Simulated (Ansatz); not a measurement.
Sn: course of a relaxation

Method: DFT r2SCAN, scalar-relativistic, plane waves, PAW in Ansatz 0.2.0. Settings: 500 eV cutoff, 16×16×16 k-mesh, Gaussian smearing of 0.10 eV, no spin polarisation.

What was changed in Mg: Mg → Sn on all its sites, cell and atoms relaxed.

Input:

```yaml
crystal:
  lattice:
    - [-2.0416853128, 2.0416853128, 1.6290218777]
    - [2.0416853128, -2.0416853128, 1.6290218777]
    - [2.0416853128, 2.0416853128, -1.6290218777]
  atoms:
    - { symbol: Sn, position: [0.0, 0.0, 0.0] }
basis:
  ecutwfc: 500
kpoints:
  mp_grid: { grid: [16, 16, 16] }
hamiltonian:
  xc: r2scan
scf:
  occupations: { method: gaussian, width: 0.1 }
output:
  forces: true
  stress: true
  eigenvalues: true
relax:
  adjacent_minimum: "off"
  f_tol: 0.01
  max_steps: 60
  cell: { stress_tol: 0.1 }
```

F is the free energy. Steps run on the plane waves of an earlier cell, but the last one, and at times one on the way, on a freshly chosen basis, so a repeated geometry can differ a little in energy.

Steps:

| step | F − F(1) (eV) | largest force component (eV/Å) | V (Å³/atom) | P (GPa) |
| --- | --- | --- | --- | --- |
| 1 | 0.0000 | 0.000 | 27.162 | 0.22 |
| 2 | -0.0013 | 0.000 | 27.273 | -0.12 |
| 3 | -0.0016 | 0.000 | 27.077 | 0.16 |
| 4 | -0.0017 | 0.000 | 27.175 | -0.01 |
| 5 | -0.0017 | 0.000 | 27.175 | -0.01 |

Relaxed structure:

```
CELL_PARAMETERS angstrom
-2.02553 2.02553 1.65592
2.02553 -2.02553 1.65592
2.02553 2.02553 -1.65592
ATOMIC_POSITIONS crystal
Sn 0.00000 0.00000 0.00000
```

Symmetry: I4/mmm, No. 139, tetragonal system. The conventional cell has a = 4.051 Å, b = 4.051 Å, c = 3.312 Å, α = 90.00°, β = 90.00°, γ = 90.00°. Sn (site symmetry 4/mmm) is surrounded by 10 Sn at 3.31 Å.

The run converged. The run took about 70 core-seconds.